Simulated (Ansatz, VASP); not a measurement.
## AlRu: VASP beside Ansatz

Contents of INCAR:

```
  PREC = Accurate
  ENCUT = 520
  EDIFF = 1E-6
  ISMEAR = 0
  SIGMA = 0.1
  LREAL = False
  LASPH = True
  NELM = 80
  ALGO = Normal
  ISIF = 2
  LWAVE = False
  LCHARG = False
  GGA = PE
  NBANDS = 16
```

Contents of KPOINTS:

```
regular mesh
0
Gamma
  6 6 6
```

The input POSCAR:

```
AlRu
1.0
    2.9815009433      0.0000000000      0.0000000000
    0.0000000000      2.9815009433      0.0000000000
    0.0000000000      0.0000000000      2.9815009433
Al Ru
1 1
Direct
    0.0000000000      0.0000000000      0.0000000000
    0.5000000000      0.5000000000      0.5000000000
```

Input for Ansatz:

```yaml
crystal:
  lattice:
    - [2.9815009433, 0.0, 0.0]
    - [0.0, 2.9815009433, 0.0]
    - [0.0, 0.0, 2.9815009433]
  atoms:
    - { symbol: Al, position: [0.0, 0.0, 0.0] }
    - { symbol: Ru, position: [0.5, 0.5, 0.5] }
basis:
  ecutwfc: 420
  xc_grid: 3
kpoints:
  mp_grid: { grid: [6, 6, 6] }
hamiltonian:
  xc: pbe
scf:
  occupations: { method: gaussian, width: 0.1 }
  algorithm: density_mixing
  max_iter: 92
output:
  forces: true
  stress: true
  eigenvalues: true
```

Alike in both runs: task single point; functional PBE; k mesh 6 × 6 × 6; occupations gaussian, width 0.1 eV; no spin polarisation.

|  | VASP | Ansatz |
| --- | --- | --- |
| version | VASP 6.6.1 | Ansatz 0.2.0 |
| potentials or method | VASP PAW PBE potentials, release 64 (Al, Ru_pv) | scalar-relativistic, plane waves, PAW |
| plane-wave cutoff (eV) | 520 | 420 |
| valence electrons in the cell | 17 | 19 |

```csv
,VASP,Ansatz,Ansatz less VASP
gap on the k mesh at the Fermi level (eV),none,none,-
pressure (GPa),4.7,4.7,+0.03
```

A gap of «none» marks a metal or a gap that the smearing closes. With one functional, cell and mesh, what is left measures potentials, basis and numerics. The two sets of potentials don't hold the same shells in valence.
